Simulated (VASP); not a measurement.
## MgI2: single point with r2SCAN

Crystal: MgI2.

```
CELL_PARAMETERS angstrom
4.27364 0.00000 0.00000
-2.13682 3.70109 0.00000
0.00000 0.00000 7.10209
ATOMIC_POSITIONS crystal
Mg 0.00000 0.00000 0.00000
I 0.33333 0.66667 0.25000
I 0.66667 0.33333 0.75000
```

```
Program             : VASP 6.6.1
Task                : single point
Functional          : r2SCAN
Potentials or basis : VASP PAW PBE potentials, release 64 (Mg, I)
Cutoff              : 520 eV
k mesh              : 5 × 5 × 3
Occupations         : gaussian, width 0.01 eV
Spin                : no spin polarisation
```

```yaml
Pressure: -2.4 GPa
Largest_force: 0.672 eV/Å
Band_gap_on_the_k_mesh: 3.98 eV, indirect (least direct gap 4.01 eV)
```

Forces in eV/Å, atoms in the order of the input:
```
Mg   0.000  0.000  0.000
I    0.000  0.000 -0.672
I    0.000  0.000  0.672
```

Stress tensor (GPa, compression positive):
```
-2.21  0.00  0.00
 0.00 -2.21  0.00
 0.00  0.00 -2.90
```

Levels at points of the mesh, in eV from the valence-band top:
| k point | band 4 | band 5 | band 6 | band 7 | band 8 | band 9 | band 10 | band 11 | band 12 | band 13 |
| --- | --- | --- | --- | --- | --- | --- | --- | --- | --- | --- |
| (0.00, 0.00, 0.00) | -0.31 | -0.31 | -0.02 | 0.00 | 0.00 | 4.01 | 5.47 | 7.29 | 7.29 | 8.13 |

Run time: 2.8 min on 1 thread of Intel(R) Xeon(R) Platinum 8375C CPU @ 2.90GHz (Ice Lake) (shared host), peak memory 0.25 GiB.

Caveat: the PAW data sets were made with another functional, which shifts forces and pressure a little; spin-orbit coupling is left out, which moves the levels of the heavy elements; an odd mesh through Γ misses points on the zone boundary, where band edges often lie; the cell's inner coordinates are idealised or old, which leaves forces on the atoms. r2SCAN opens gaps a little over a GGA but as a rule still falls short of measured ones.
